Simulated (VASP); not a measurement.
Input of a VASP 6.6.1 run:

The input INCAR:

```
ALGO = Normal
EDIFF = 1E-6
ENCUT = 520
GGA = PE
ISIF = 2
ISMEAR = 1
KPAR = 2
LASPH = T
LCHARG = F
LREAL = F
LWAVE = F
NELM = 80
PREC = Accurate
SIGMA = 0.1
```

The input KPOINTS:

```
k-points
0
Gamma
  12 12 8
```

Contents of POSCAR:

```
P                                       
1.0
    1.6572497251     -5.0955587484     -0.0000000000
    1.6572497251      5.0955587484      0.0000000000
    0.0000000000      0.0000000000      4.1823264244
  P             
     4
Direct
     0.8939477505800166    0.1060522494199834    0.0730135991309592
     0.6060522494199834    0.3939477505800167    0.5730135991309593
     0.1060522494199834    0.8939477505800166    0.9269864008690407
     0.3939477505800167    0.6060522494199834    0.4269864008690408
```

KPOINTS_OPT

```
explicit points
258
Reciprocal
 0.0000000000  0.0000000000  0.0000000000 1
 0.0196440079  0.0196440079  0.0000000000 1
 0.0392880159  0.0392880159  0.0000000000 1
 0.0589320238  0.0589320238  0.0000000000 1
 0.0785760317  0.0785760317  0.0000000000 1
 0.0982200397  0.0982200397  0.0000000000 1
[... 250 lines left out ...]
-0.5000000000  0.5000000000  0.5243945500 1
-0.5000000000  0.5000000000  0.4756054500 1
```

Potentials or basis: VASP PAW PBE potentials, release 64 (P).

The run is started by

```sh
$ cat potpaw_PBE.64/P/POTCAR > POTCAR
$ mpirun -np 2 vasp_std > vasp.out
```

(1) Predict the band gap along the path.

(2) What does it give for the pressure?

## Answers

(1) none (metal or under the smearing width).

(2) 3.7 GPa.
